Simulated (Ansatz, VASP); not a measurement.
# CuAu (Tetraauricupride): VASP beside Ansatz

```xyz
2
Lattice="2.8713 0.0000 0.0000 0.0000 2.8713 0.0000 0.0000 0.0000 3.6404" Properties=species:S:1:pos:R:3 pbc="T T T"
Cu    1.4356    1.4356    1.8202
Au    0.0000    0.0000    0.0000
```

Alike in both runs: functional PBE; k mesh 16 × 16 × 12; occupations gaussian, width 0.1 eV; no spin polarisation.

Ansatz relaxed the structure, and its values are those at the end. VASP's run is a single point on that final structure, the one shown.

|  | VASP | Ansatz |
| --- | --- | --- |
| version | VASP 6.6.1 | Ansatz 0.2.0 |
| potentials or method | VASP PAW PBE potentials, release 64 (Cu, Au) | scalar-relativistic, plane waves, PAW |
| plane-wave cutoff (eV) | 520 | 420 |
| valence electrons in the cell | 22 | 38 |

```csv
,VASP,Ansatz,Ansatz less VASP
gap on the k mesh at the Fermi level (eV),none,none,-
pressure (GPa),0.0,0.0,-0.04
```

A gap of «none» marks a metal or a gap that the smearing closes. The two sets of potentials don't hold the same shells in valence.

The runs have no spin-orbit coupling, so splittings on Au are missing.
